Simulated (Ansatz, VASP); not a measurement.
# Two plane-wave programs on Ir2O3

```
CELL_PARAMETERS angstrom
4.80454 0.00000 0.00000
0.00000 4.80454 0.00000
0.00000 0.00000 4.80454
ATOMIC_POSITIONS crystal
Ir 0.25000 0.25000 0.25000
Ir 0.25000 0.75000 0.75000
Ir 0.75000 0.75000 0.25000
Ir 0.75000 0.25000 0.75000
O 0.50000 0.00000 0.00000
O 0.50000 0.00000 0.50000
O 0.00000 0.50000 0.00000
O 0.50000 0.50000 0.00000
O 0.00000 0.50000 0.50000
O 0.00000 0.00000 0.50000
```

Change from the starting cell: species swapped into the Ag2O3 type (Pn-3m, No. 224).

Alike in both runs: functional PBE; k mesh 3 × 3 × 3; occupations gaussian, width 0.15 eV; collinear spin.

Ansatz relaxed the structure, and its values are those at the end. VASP's run is a single point on that final structure, the one shown.

|  | VASP | Ansatz |
| --- | --- | --- |
| version | VASP 6.6.1 | Ansatz 0.2.0 |
| potentials or method | VASP PAW PBE potentials, release 64 (Ir, O) | scalar-relativistic, plane waves, PAW |
| plane-wave cutoff (eV) | 520 | 420 |
| valence electrons in the cell | 72 | 104 |

```csv
,VASP,Ansatz,Ansatz less VASP
gap on the k mesh at the Fermi level (eV),0.22,0.27,+0.045
least direct gap on the mesh (eV),0.22,0.27,+0.045
pressure (GPa),1.9,0.2,-1.70
net moment per atom (μB),0.00,0.00,0.000
```

The two sets of potentials don't hold the same shells in valence. Ansatz warned: «seeded_moment_not_kept».

Caveats: the k mesh is coarse (spacing up to 0.44 Å⁻¹), so the values aren't converged; spin-orbit coupling is left out, which moves the levels of the heavy elements; an odd mesh through Γ misses points on the zone boundary, where band edges often lie.
